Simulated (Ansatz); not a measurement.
CSi as one 4-atom ordering (R-3m) on the diamond lattice, relaxed with r2SCAN. Space group R-3m (No. 166), trigonal; conventional cell a = 3.083 Å, c = 15.964 Å, 10.95 Å³ an atom. Around C lie 1 C at 1.62 Å and 3 Si at 1.90 Å; around Si lie 3 C at 1.90 Å and 1 Si at 2.38 Å.

4 runs of the plane-wave code Ansatz on this cell differ in the functional (and in the settings that go with it). Levels are in eV from each run's valence top; v1 is the last filled band, c1 the first empty one.

Run A, mean stress 0.0 GPa (compression positive):
```
point     v5     v3     v1    c1    c2    c3
    Γ  -2.73  -0.97   0.00  4.00  4.02  6.45
    T  -5.10  -2.73  -0.06  4.00  6.08  6.13
   H₂  -8.68  -5.44  -2.26  2.34  3.23  6.93
    L  -7.10  -4.37  -2.06  2.42  4.27  4.60
   S₀  -8.57  -5.21  -2.31  2.24  3.84  6.17
    F  -8.70  -4.57  -1.42  0.69  2.35  4.73
```

Run B, mean stress -1.8 GPa (compression positive):
```
point     v5     v3     v1    c1    c2    c3
    Γ  -2.81  -0.97   0.00  5.40  5.55  8.02
    T  -5.31  -2.80  -0.07  5.40  7.61  7.70
   H₂  -9.19  -5.71  -2.25  3.70  4.55  8.37
    L  -7.53  -4.54  -2.15  3.76  5.56  5.94
   S₀  -9.07  -5.50  -2.31  3.58  5.20  7.63
    F  -9.21  -4.76  -1.37  1.97  3.63  6.10
```

Run C, mean stress +2.6 GPa (compression positive):
```
point     v5     v3     v1    c1    c2    c3
    Γ  -2.58  -0.96   0.00  3.56  3.72  6.06
    T  -4.82  -2.58  -0.06  3.57  5.60  5.74
   H₂  -8.38  -5.26  -2.14  2.10  2.87  6.36
    L  -6.86  -4.15  -1.96  2.09  3.83  4.19
   S₀  -8.27  -5.03  -2.19  1.98  3.49  5.67
    F  -8.36  -4.34  -1.32  0.49  1.99  4.26
```

Run D, mean stress -1.7 GPa (compression positive):
```
point     v5     v3     v1    c1    c2    c3
    Γ  -2.80  -0.97   0.00  4.66  4.83  7.28
    T  -5.26  -2.79  -0.06  4.66  6.86  6.94
   H₂  -9.13  -5.67  -2.25  2.97  3.82  7.61
    L  -7.47  -4.52  -2.13  3.02  4.83  5.20
   S₀  -9.02  -5.46  -2.31  2.86  4.46  6.87
    F  -9.15  -4.74  -1.38  1.26  2.90  5.37
```

Problem. Match the runs to PBE, r2SCAN, HSE06, PBE0.

Solution. A is r2SCAN, B is PBE0, C is PBE, D is HSE06. In order of the gap: PBE 0.49, r2SCAN 0.69, HSE06 1.26, PBE0 1.97 eV. The stress vanishes for r2SCAN, which relaxed the cell.

No spin polarisation. The prototype was imposed, so other structures may be more stable.

The stress of a hybrid is loosely converged in these runs.
